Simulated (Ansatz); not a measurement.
Input of an Ansatz 0.2.0 run:

The input input.yaml:

```yaml
crystal:
  lattice:
    - [-1.60842, 1.60842, 1.87318]
    - [1.60842, -1.60842, 1.87318]
    - [1.60842, 1.60842, -1.87318]
  atoms:
    - { symbol: Ge, position: [0.5, 0.5, 0.0] }
hamiltonian:
  xc: pbe
  pseudopotentials: { kind: paw }
kpoints:
  mp_grid: { grid: [12, 12, 12] }
scf:
  occupations: { method: gaussian, width: 0.017 }
output:
  forces: true
  stress: true
  eigenvalues: true
```

Potentials or basis: Ansatz PAW.

Run with:

```bash
$ ansatz run input.yaml --threads 2 --pin off --max-ram 5632MiB --backend cpu --events-out ev --progress --plain --runs-dir out
```

(1) Estimate the band gap on the k mesh.

(2) Predict the pressure.

Answers

(1) none (metal or under the smearing width).

(2) 0.9 GPa.
